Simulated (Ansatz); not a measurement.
# SnS2: the cost of one run

Computed with Ansatz 0.2.0 (DFT PBEsol, scalar-relativistic, plane waves, PAW, unless a step's input says otherwise).

3 further runs of the same task are left out: 3 set aside as unsound or not needed.

**1. The starting structure**

The structure is trigonal, space group P-3m1 (No. 164). The conventional cell has a = 3.651 Å, b = 3.651 Å, c = 6.071 Å, α = 90.00°, β = 90.00°, γ = 120.00°. Sn (site symmetry -3m) is surrounded by 6 S at 2.57 Å. S (site symmetry 3m) has 3 Sn at 2.57 Å as nearest neighbours.

Structure file:

```
CELL_PARAMETERS angstrom
3.65094 0.00000 0.00000
-1.82547 3.16180 0.00000
0.00000 0.00000 6.07088
ATOMIC_POSITIONS crystal
Sn 0.00000 0.00000 0.00000
S 0.66667 0.33333 0.24279
S 0.33333 0.66667 0.75721
```

It is the result of an earlier relaxation at this level (volume 23.36 Å³/atom; gap on the mesh: 1.44 eV).

**2. Relaxing at 12 GPa**

At a set pressure the run lowers the enthalpy E + PV, so the energy alone may rise along the way.

input.yaml

```yaml
crystal:
  lattice:
    - [3.6509350881, 0.0, 0.0]
    - [-1.825467544, 3.1618025338, 0.0]
    - [0.0, 0.0, 6.0708839799]
  atoms:
    - { symbol: Sn, position: [0.0, 0.0, 0.0] }
    - { symbol: S, position: [0.6666666667, 0.3333333333, 0.2427910807] }
    - { symbol: S, position: [0.3333333333, 0.6666666667, 0.7572089193] }
basis:
  ecutwfc: 420
kpoints:
  mp_grid: { grid: [12, 12, 6] }
hamiltonian:
  xc: pbesol
scf:
  occupations: { method: fixed }
output:
  forces: true
  stress: true
  eigenvalues: true
relax:
  adjacent_minimum: "off"
  f_tol: 0.001
  max_steps: 60
  cell: { stress_tol: 0.02, p_target: 12.0 }
```

On the command line:

```sh
ansatz run input.yaml --threads 1 --pin off --max-ram 3072MiB --backend cpu --events-out ev --progress --plain --runs-dir out
```

Q: Estimate wall time and peak memory on 1 thread of Arm Neoverse V2, shared host.

About 67 s, with a peak of 0.4 GiB.
